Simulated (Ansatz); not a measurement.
# MoS2 (P-3m1) in Ansatz: further runs, part 2 of 2

Ansatz 0.2.0.

## Step 4: Single point, PBE+U, collinear spin, antiferromagnetic start (another cell of the same crystal, with 6 atoms)

Input file input.yaml:

```yaml
crystal:
  lattice:
    - [-1.78197338, 3.08646843, 5.74938582]
    - [3.56394676, 0.0, 5.74938582]
    - [1.78197338, 3.08646843, 0.0]
  atoms:
    - { symbol: Mo, position: [0.0, 0.0, 0.0], spin: 1.0 }
    - { symbol: Mo, position: [0.5, 0.5, 0.5], spin: -1.0 }
    - { symbol: S, position: [0.2926666667, 0.9593333333, 0.374] }
    - { symbol: S, position: [0.7926666667, 0.4593333333, 0.874] }
    - { symbol: S, position: [0.2073333333, 0.5406666667, 0.126] }
    - { symbol: S, position: [0.7073333333, 0.0406666667, 0.626] }
hamiltonian:
  xc: pbe
  pseudopotentials: { kind: paw }
  hubbard: { sites: [{ species: Mo, l: d, u_eff: 3.0 }] }
magnetization:
  spin_polarized: true
kpoints:
  mp_grid: { grid: [6, 6, 6] }
scf:
  occupations: { method: gaussian, width: 0.05 }
output:
  forces: true
  stress: true
  eigenvalues: true
```

Potentials or basis: Ansatz PAW.

On the command line:

```
> ansatz run input.yaml --threads 2 --pin off --max-ram 5632MiB --backend cpu --events-out ev --progress --plain --runs-dir out
```

Log:

```text
Warning: RAYON_NUM_THREADS=2 ignored (pool sized by the plan → 2); use --threads N
Mo: projections on atomic orbitals take those of the free atom [Ar 3d10] 4s2 4p6 4d5 5s1, of charge +0.00 (hamiltonian.pseudopotentials.projection_atoms); the dataset's partial waves leave at most 6.0e-6 of an orbital's norm unspanned inside its sphere
S: projections on atomic orbitals take those of the free atom [Ne] 3s2 3p4, of charge +0.00 (hamiltonian.pseudopotentials.projection_atoms); the dataset's partial waves leave at most 1.6e-7 of an orbital's norm unspanned inside its sphere
Engine: ansatz 0.2.0, x86_64-unknown-linux-gnu
Pseudopotentials: kind: paw
Pseudopotential: Mo, paw, valence charge 14, recommended cutoff 420 eV (normal), Mo.paw.azcp
Pseudopotential: S, paw, valence charge 6, recommended cutoff 420 eV (normal), S.paw.azcp
Functional definition: PBE
  parameter kappa = 0.804
  parameter beta = 0.06672455060314922
  exchange = pbe_x(kappa = kappa, mu = beta*pi^2/3)
  correlation = pbe_c(beta = beta)
Crystal: 6 atoms, lattice volume = 126.487 Å³
Basis set: ecut = 420 eV, 2481 PW (Γ), exchange–correlation on 96×96×48 points (8 copies of the dense FFT grid, shifted against one another)
Bands: 33, of which v1, the nominal top of the filled ones, is band 26 counted from 1 (25 counted from 0)
Symmetry: 4 space group operations
Space group: C2/m (ITA 12), of the structure as read, at distance tolerance 5.0e-5 Å
Magnetic group: BNS 12.63 (UNI 70), of the structure as read, at distance tolerance 5.0e-5 Å
k-points: 68 of 216
Non-local potential: Mo, projectors of the file, l = 0: 3, l = 1: 2, l = 2: 2, l = 3: 1
Non-local potential: S, projectors of the file, l = 0: 2, l = 1: 2, l = 2: 2
PAW form: soft (Blöchl's): semilocal exchange-correlation on the pseudo side does not see the compensation charge
PAW one-centre angular grid: Mo, 590 points (default); XC on 64 Gauss nodes
PAW one-centre angular grid: S, 110 points (default); XC on 64 Gauss nodes
Initial density: superposition of atomic densities (chi_scale 0.1, normalization cell)
Starting moments: Σ|m| = 2 μB on 2 of 6 sites
Starting magnetic order: antiferromagnet; a translation exchanges its spin sublattices: spin-degenerate at every k-point
Initial wavefunctions: pseudopotential atomic-orbital guess
Functional: x = pbe(κ = 0.804, μ = 0.2195149727645171), c = pbe(β = 0.06672455060314922)
SCF iter   1: F=—  HF=-13519.635838 eV  |F-HF|=—  |Δ(HF+E_count)|=         —  Δρ=4.84e-2 (↑4.84e-2 ↓4.84e-2)  dr2=2.15e1  dr2_m=2.07e-1  M=0.000 μB ∫|m|=2.096 μB  β_m=0.30  ethr=3.10e-3  ⟨swp⟩=6.4  Hψ=9353  notcnv=0
preconditioner: auto → Kerker (q_TF=auto, 2.353 Å⁻¹)  [metal: Δε(μ)=0.014 eV  Ē_g=7.973 eV  σ=0.050 eV  W_gap=0.15  n_scr=34 (ndim 8)  ℏωp=19.8 eV  f_vac=0.002  D(μ)=2.52/eV (n_scr^D=10)]
spin=Collinear: Kerker preconditioning applied to the charge; magnetization (m = ρ↑ − ρ↓) channel mixes plain (no charge-response kernel on spin).
SCF iter   2: F=—  HF=-13516.478940 eV  |F-HF|=—  |Δ(HF+E_count)|=    3.16e0  Δρ=2.67e-2 (↑2.67e-2 ↓2.67e-2)  dr2=5.31e0  dr2_m=1.13e-1  M=0.000 μB ∫|m|=2.542 μB  β_m=1.00  ethr=3.10e-3  ⟨swp⟩=3.0  Hψ=4870  notcnv=0  defer=152
SCF iter   3: F=—  HF=-13515.936124 eV  |F-HF|=—  |Δ(HF+E_count)|=   5.43e-1  Δρ=1.45e-2 (↑1.45e-2 ↓1.45e-2)  dr2=7.72e-1  dr2_m=1.19e-1  M=0.000 μB ∫|m|=3.358 μB  β_m=1.00  ethr=3.10e-3  ⟨swp⟩=3.0  Hψ=4822  notcnv=0  defer=151
[... 27 lines left out ...]
spin=Collinear: Kerker preconditioning applied to the charge; magnetization (m = ρ↑ − ρ↓) channel mixes plain (no charge-response kernel on spin).
SCF iter   2: F=—  HF=-13516.647805 eV  |F-HF|=—  |Δ(HF+E_count)|=   3.60e-6  Δρ=2.16e-5 (↑2.16e-5 ↓2.16e-5)  dr2=1.12e-6  dr2_m=4.86e-8  M=0.000 μB ∫|m|=4.515 μB  ethr=1.92e-6  ⟨swp⟩=1.0  Hψ=27528  notcnv=0
SCF iter   3: F=-13516.647808 eV  HF=-13516.647808 eV  |F-HF|=5.14e-9  |Δ(HF+E_count)|=   3.64e-6  Δρ=2.14e-6 (↑2.14e-6 ↓2.12e-6)  dr2=1.70e-8  dr2_m=2.62e-9  M=0.000 μB ∫|m|=4.515 μB  ethr=1.92e-10  ⟨swp⟩=1.9  Hψ=16465  notcnv=0
WARN: an SCF from ferromagnetic starting moments (-1.81, -1.81, 0.00, 0.00, 0.00, 0.00 Bohr magnetons, atom by atom) was not made, by what the run has read of turns of its moments that order reads lower: the deck asks for what bars it, or types moments that do (magnetization.spin_polarized, in the input reference, names some of the keys), or the run goes by scf.lower_state_search: light, the default, which as a rule tries one only behind a close that has lost an order of both signs, or on which an open d or half-filled 4f shell of a PAW file has lost a moment that was set nearer to Hund's than to what is left; or, under a Hubbard U, one that names an f shell that the input leaves bare beside given moments, or a larger moment for a shell of low spin that is given one. standard, with a start from the atoms, tries one behind each close (in a relaxation, ahead of its steps or at their end). To set out from that order, type those moments (crystal.atoms[].spin; where shells were raised to Hund's moment, beside crystal.symmetry.detect: false) under scf.lower_state_search: light. The bands of the close that named these starting moments, or of the one ahead of a search that led to it (under cold or Methfessel-Paxton smearing those of the Gaussian ahead of it) read a cost of -49.43 meV for the turn to them, carried on from a small turn (-49.43 by the pairs of d shells alone)
SCF converged after 16 iterations
Magnetization: 0.0000 μB (26.0000 up, 26.0000 down)
Absolute magnetization: 4.5150 μB (∫|ρ↑−ρ↓|, with the PAW one-centre terms)
Spin contamination: 2.0993 ħ² per cell (⟨S²⟩ above its minimum at these occupations)
Per-site moments (μB) at R_I (Å): [(1.5419311380888163, 1.038079668772657), (-1.5419311380888157, 1.0380796687726568), (-0.05179295158384411, 1.038079668772657), (0.0517929515838441, 1.0380796687726568), (0.051792951583844324, 1.038079668772657), (-0.05179295158384438, 1.038079668772657)]
Free energy (F): -13516.647808 eV
Harris-Foulkes:  -13516.647808 eV  (|F-HF|=1.43e-8)
Internal energy: -13516.644479 eV  (E = F + TS)
E sigma→0 (E₀):  -13516.646144 eV
Entropy (-TS):   -0.003329 eV (-0.555 meV/atom)
Fermi energy:    7.971578 eV
--- Per-component energies (eV) ---
  E_band       = -427.840656
  E_kinetic    = 1296.923771
  E_local      = -3762.767972  (includes V_loc(G=0)·N_el)
  E_nonlocal   = 400.764797
  E_hartree    = 1374.361100
  E_xc         = -750.172066
  E_vxc        = -800.498790  (∫ρ·V_xc dr)
  E_hubbard    = 5.267668  (on-site DFT+U / exact-exchange correction)
  E_vhub       = -3.744374  (the Hubbard potential's part of the band-sum identity)
  E_paw        = -8803.597797  (= ΣΔE_a)
  E_vpaw       = -307.238854  (= ΣTr[D̂ρ^β])
  E_aug_tail   = 0.000101  (compensation charges beyond the density's cutoff)
  E_ewald      = -3277.424081
  E_smearing   = -0.003329  (= −TS)
  E_closure    = -0.000000  (closes the sum)
  Σ components = -13516.647808   (vs F -13516.647808, Δ=0.00e0)
--- Forces (eV/Å), atoms counted from 1 ---
  atom   1  Mo     0.00000000     0.00000000     0.00000000
  atom   2  Mo     0.00000000     0.00000000     0.00000000
  atom   3  S      0.16617465    -0.09594098    -0.37005851
  atom   4  S      0.16617465    -0.09594098    -0.37005851
  atom   5  S     -0.16617465     0.09594098     0.37005851
  atom   6  S     -0.16617465     0.09594098     0.37005851
  max |Σ_I F_I| component: 5.55e-17 eV/Å
--- Stress (GPa, compression-positive) ---
       -4.241242      -2.338544       1.386694
       -2.338544      -6.941561      -0.800608
        1.386692      -0.800607      -1.558128
  P = ⅓ Tr σ = -4.2470 GPa (-42.470 kbar)
--- Band table (eV; the first three rows and the last of 136) ---
  k-point 0 ↑: bands = ["-53.9352", "-52.7083", "-28.1285", "-28.0567", "-27.9180", "-26.8376", "-26.8153", "-26.3552", "-5.3727", "-4.1796", "-3.7835", "-3.6779", "2.5780", "2.7952", "4.0449", "4.2107", "4.4579", "4.5114", "4.9726", "6.3064", "6.6745", "6.6859", "6.8636", "7.1579", "7.7629", "7.7665", "7.9334", "8.9858", "9.9532", "10.5654", "11.4743", "11.4879", "11.5099"]
  k-point 1 ↑: bands = ["-53.9344", "-52.7075", "-28.1253", "-28.0755", "-27.9161", "-26.8354", "-26.8353", "-26.3535", "-5.1433", "-4.0563", "-3.8226", "-3.7339", "2.8739", "3.1471", "3.6413", "4.1530", "4.6091", "4.8162", "5.0040", "5.5687", "5.9416", "6.2625", "6.4791", "6.9314", "7.6181", "7.7802", "7.9695", "9.5903", "10.1202", "10.4818", "11.1803", "11.3061", "11.3648"]
  k-point 2 ↑: bands = ["-53.9329", "-52.7051", "-28.1190", "-28.1128", "-27.9120", "-26.8759", "-26.8307", "-26.3503", "-4.5721", "-3.8911", "-3.8566", "-3.8448", "3.1398", "3.5920", "3.7647", "4.0535", "4.3290", "4.3879", "5.1478", "5.3852", "5.4218", "5.5330", "5.6453", "6.7683", "6.9740", "7.9650", "8.1896", "10.0904", "10.3914", "10.4901", "10.8279", "11.2915", "11.7585"]
  k-point 67 ↓: bands = ["-53.9350", "-52.7086", "-28.1285", "-28.0567", "-27.9181", "-26.8376", "-26.8153", "-26.3552", "-5.0432", "-4.2872", "-4.0630", "-3.8379", "2.8201", "3.6748", "4.2435", "4.5114", "4.5867", "4.7895", "4.9594", "5.5882", "5.7717", "6.3046", "6.3612", "7.0220", "7.4318", "7.5889", "7.5976", "9.2148", "10.0362", "10.6780", "11.7082", "11.8099", "12.0173"]
Occupation matrices written to <dir>
```

Wall time 3.3 min (2 threads of Intel Xeon at 2.70GHz, shared host); peak memory 2.2 GiB.

What came out:

```
Free energy            : -13516.6478 eV
Pressure               : -4.2 GPa
Largest force          : 0.417 eV/Å
Band gap on the k mesh : none (metal or under the smearing width)
Net moment             : 0.00 μB per cell
Absolute moment        : 4.52 μB per cell
Site moments           : Mo +1.54, -1.54; S -0.05, +0.05 μB
```

Forces on the atoms (eV/Å):
```
Mo   0.000  0.000  0.000
Mo   0.000  0.000  0.000
S    0.166 -0.096 -0.370
S    0.166 -0.096 -0.370
S   -0.166  0.096  0.370
S   -0.166  0.096  0.370
```

Stress tensor (GPa, compression positive):
```
-4.24 -2.34  1.39
-2.34 -6.94 -0.80
 1.39 -0.80 -1.56
```

Levels at points of the mesh, in eV from the Fermi level:
Spin up:
| k point | band 23 | band 24 | band 25 | band 26 | band 27 | band 28 | band 29 | band 30 |
| --- | --- | --- | --- | --- | --- | --- | --- | --- |
| (0.00, 0.00, 0.00) | -1.11 | -0.81 | -0.21 | -0.21 | -0.04 | 1.01 | 1.98 | 2.59 |
| (0.00, 0.00, -0.50) | -1.96 | -1.65 | -0.92 | 0.02 | 0.26 | 2.05 | 2.40 | 2.57 |
| (0.00, -0.50, 0.00) | -0.99 | -0.71 | -0.55 | -0.04 | 0.62 | 0.97 | 2.58 | 2.61 |
| (0.00, -0.50, -0.50) | -1.52 | -1.28 | -1.08 | -0.98 | 0.23 | 1.85 | 2.22 | 2.56 |
| (-0.50, 0.00, 0.00) | -1.25 | -1.17 | -0.86 | -0.24 | 0.02 | 1.05 | 2.61 | 2.73 |
| (-0.50, -0.50, 0.00) | -1.61 | -0.95 | -0.54 | -0.38 | -0.37 | 1.24 | 2.06 | 2.71 |
Spin down:
```tsv
k point	band 23	band 24	band 25	band 26	band 27	band 28	band 29	band 30
(0.00, 0.00, 0.00)	-1.11	-0.81	-0.21	-0.21	-0.04	1.01	1.98	2.59
(0.00, 0.00, -0.50)	-1.96	-1.65	-0.92	0.02	0.26	2.05	2.40	2.57
(0.00, -0.50, 0.00)	-0.99	-0.71	-0.55	-0.04	0.62	0.97	2.58	2.61
(0.00, -0.50, -0.50)	-1.52	-1.28	-1.08	-0.98	0.23	1.85	2.22	2.56
(-0.50, 0.00, 0.00)	-1.25	-1.17	-0.86	-0.24	0.02	1.05	2.61	2.73
(-0.50, -0.50, 0.00)	-1.61	-0.95	-0.54	-0.38	-0.37	1.24	2.06	2.71
```

Eigenvalues of the final occupation matrices:
```csv
site,spin,trace,eigenvalues
site 1,1,3.41,0.45 0.51 0.58 0.91 0.96
site 1,2,1.35,0.14 0.15 0.19 0.42 0.44
site 2,1,1.35,0.14 0.15 0.19 0.42 0.44
site 2,2,3.41,0.45 0.51 0.58 0.91 0.96
```

Caveat: the magnetic or orbital state may not be the lowest.
